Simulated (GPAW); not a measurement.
Crystal: AlNi.

```
Ni Al
1.0
     2.88100    0.00000    0.00000
     0.00000    2.88100    0.00000
     0.00000    0.00000    2.88100
Ni Al
1 1
Direct
  0.50000 0.50000 0.50000
  0.00000 0.00000 0.00000
```

| Property | Result |
| --- | --- |
| Program | GPAW 26.7.0 |
| Task | relaxation of cell and atoms |
| Functional | PBEsol |
| Dispersion | D3(BJ) |
| Potentials or basis | PAW data sets generated in the run's folder for this functional |
| Cutoff | 600 eV |
| Basis | pw |
| k mesh | 9 × 9 × 9 |
| Occupations | fermi-dirac, width 0.05 eV |
| Spin | collinear spin, ferromagnetic start |
| Starting moments | [1.0, 0.0] μB |

At the start: pressure -7.7 GPa; volume 11.96 Å³/atom.

Question: Where does the relaxation end?

Answer: Over 4 steps the energy falls by 13.2 meV/atom and the volume is 11.43 Å³/atom (-4.4 %); space group Pm-3m (No. 221, to 0.05 Å); moment 0.00 μB per cell.

The path:
```tsv
step	energy change (eV)	largest force (eV/Å)	pressure (GPa)	volume (Å³)
1	0.0000	0.0000	-7.68	23.91
2	-0.0123	0.0000	-5.74	23.62
3	-0.0263	0.0000	0.36	22.82
4	-0.0263	0.0000	-0.01	22.86
```

Final structure:
```xyz
2
Lattice="2.8381 0.0000 0.0000 0.0000 2.8381 0.0000 0.0000 0.0000 2.8381" Properties=species:S:1:pos:R:3 pbc="T T T"
Ni    1.4191    1.4191    1.4191
Al    0.0000    0.0000    0.0000
```

Caveat: each step starts from the last one's moments, so a moment once lost doesn't come back; the stock nickel data set gives pressures a few GPa off other programs; later steps reuse the first step's grids; pairwise dispersion overbinds metals, which lowers pressure and volume.
